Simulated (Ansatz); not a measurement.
**BaSnO3, pressure series**

Start from BaSnO3 in the cubic perovskite structure (space group Pm-3m, No. 221).

BaSnO3 is modelled in the cubic space group Pm-3m (No. 221), the cubic perovskite structure, Pearson symbol cP5. Lattice parameters: a = b = c = 4.1762 Å, α = β = γ = 90.00°. Ba on 1a is surrounded by 12 O at 2.953 Å (cuboctahedral). Sn on 1b is coordinated by 6 O at 2.088 Å (octahedral). O on 3c has 2 Sn at 2.088 Å and 4 Ba at 2.953 Å (octahedral). (Neighbours: up to the widest gap in distance over summed covalent radii, below 1.35, at either atom; cation-cation and far metal-metal contacts left out.)

Cell and atoms are relaxed at each pressure.

Computed with PBE (Ansatz, a program for electronic structure; PAW; 420 eV plane waves; without spin-orbit coupling), earlier PAW set.

Base values:

- Band gap: 0.48 eV

Q: The aim is a band gap between 0.82 eV and 0.88 eV. Which of these changes reaches it?
A) pressure 4.5 GPa
B) pressure −2 GPa
C) pressure 15 GPa

A: A, pressure 4.5 GPa. It gives 0.86 eV; pressure 15 GPa gives 1.61 eV; pressure −2 GPa gives 0.30 eV. Changes not listed may reach it too

Load acts through the strain it causes; cell and atoms are relaxed under it. Stability against distortions was not tested. No other phases were tried under pressure.
